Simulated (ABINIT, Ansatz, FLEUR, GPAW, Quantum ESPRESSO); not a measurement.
One calculation of V, 5 ways

```
CELL_PARAMETERS angstrom
-1.51435 1.51435 1.51435
1.51435 -1.51435 1.51435
1.51435 1.51435 -1.51435
ATOMIC_POSITIONS crystal
V 0.00000 0.00000 0.00000
```

Alike in all runs: task band structure; functional PBEsol; k mesh 12 × 12 × 12; occupations fermi-dirac, width 0.05 eV; collinear spin, ferromagnetic start; no spin-orbit coupling. Pressure is positive in compression and, in plane waves, holds the error of the finite cutoff.

```json
{"program and potentials": "Ansatz, all-electron LAPW, scalar-relativistic", "plane-wave cutoff (eV)": "-", "notes": "-", "pressure (GPa)": "-12.07", "net moment per atom (μB)": "0.00"}
{"program and potentials": "GPAW, PAW data sets generated for this functional", "plane-wave cutoff (eV)": "600", "notes": "-", "pressure (GPa)": "-10.72", "net moment per atom (μB)": "0.00"}
{"program and potentials": "Quantum ESPRESSO, PseudoDojo 0.4.1 SR PBEsol standard", "plane-wave cutoff (eV)": "1143", "notes": "-", "pressure (GPa)": "-11.90", "net moment per atom (μB)": "0.00"}
{"program and potentials": "ABINIT, JTH PAW PBE v2.0", "plane-wave cutoff (eV)": "408", "notes": "potentials made for PBE", "pressure (GPa)": "-11.27", "net moment per atom (μB)": "0.00"}
{"program and potentials": "FLEUR, all-electron, FLAPW", "plane-wave cutoff (eV)": "-", "notes": "-", "pressure (GPa)": "-", "net moment per atom (μB)": "0.00"}
```

The pressure spans -12.07 (Ansatz, all-electron LAPW, scalar-relativistic) to -10.72 GPa (GPAW, PAW data sets generated for this functional), with all-electron results at -12.07. All agree on the net moment per atom. The cell lies far from this level's equilibrium. The state is the one that the start led to, which needn't be the lowest.

Differences between rows come from potentials, basis sets and numerical settings, since the functional is the same but for its coding. Runs on potential files found faulty are left out.

All four available pressures are negative, so the body-centred cubic cell is under tension and would contract at this level of theory. As the cell is close to the measured one, this suggests that PBEsol overbinds vanadium, as it commonly does 3d metals: its weaker gradient correction favours shorter bonds, here between atoms held together largely by a d band whose bonding states are mostly filled.

The codes agree on the sign and rough size of the tension, but not on its finer value. Quantum ESPRESSO lies closest to the LAPW result and GPAW furthest from it, with the PBE-derived potentials in between, so matching the potential to the functional doesn't by itself order the rows.

The moment vanishes in every run despite the ferromagnetic start, in line with vanadium's known paramagnetism. The broad d band keeps the density of states at the Fermi level too low for the exchange gain to repay the kinetic cost of spin splitting. A single volume yields neither an equilibrium lattice constant nor a bulk modulus.
